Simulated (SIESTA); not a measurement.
Runs of SIESTA 5.4.2 on MnS. It takes space group F-43m (No. 216, cubic). Conventional cell: a = 4.947 Å, b = 4.947 Å, c = 4.947 Å, α = 90.00°, β = 90.00°, γ = 90.00°. Around Mn (site symmetry -43m) lie 4 S at 2.14 Å. S (site symmetry -43m) is surrounded by 4 Mn at 2.14 Å. The cell is a database's computed one.

```csv
task,level,potentials or basis,U,cell,hubbard projector method,polarization grid,U from the first cycle,broadening (eV),window from (eV),energy shift,gap on the mesh (eV),pressure (GPa),moment (μB)
single point,PBE,"PseudoDojo 0.4 standard (PBE files), DZP (energy shift 0.002 Ry)",-,as given,-,-,-,-,-,0.002 Ry,none,4.8,(a)
Berry-phase polarisation,PBE+U,"Ansatz (PBE files), DZP (energy shift 0.005 Ry)",Mn d U = 3 eV,as given,1,20 × 5 × 5,-,-,-,0.005 Ry,none,48.7,4.22
single point,PBE,"PseudoDojo 0.4 standard (PBE files), DZP (energy shift 0.002 Ry)",-,"atoms moved at random, drawn with an rms of 0.05 Å",-,-,-,-,-,0.002 Ry,none,5.8,0.27
density of states,vdW-DF+U,"SG15 1.2 NC or PseudoDojo by element (PBE files), DZP (energy shift 0.01 Ry)",Mn d U = 1 eV,volume scaled by 1.04,2,-,yes,0.1 eV,-15 eV,0.01 Ry,none,32.9,3.81
```

Alike in all rows: spin collinear, ferromagnetic start; k mesh 9 × 9 × 9; smearing fermi-dirac 0.05 eV; grid cutoff 800 Ry.

Fill in the values left out.

(a) 0.26.

Caveats: semicore shells carry a single zeta, which can move pressures by several GPa and volumes by a few percent; the basis of atomic orbitals isn't converged, which shifts pressures, moduli and gaps; the moment fell far below its start of 4 μB, so a state of higher moment may lie lower in energy (some runs); semilocal functionals often make such compounds metallic where correlation or magnetic order opens a gap, which also shifts bond lengths (some runs); a cell with one magnetic atom can't hold antiferromagnetic order, which such compounds often take (some runs); a pressure of tens of GPa on the cell as given is suspect, and the run, the potentials or the cell itself is likely at fault (some runs); the potentials were made for another functional, which shifts forces and pressure (some runs).

A gap of «none» marks a metal or a gap under the smearing width.
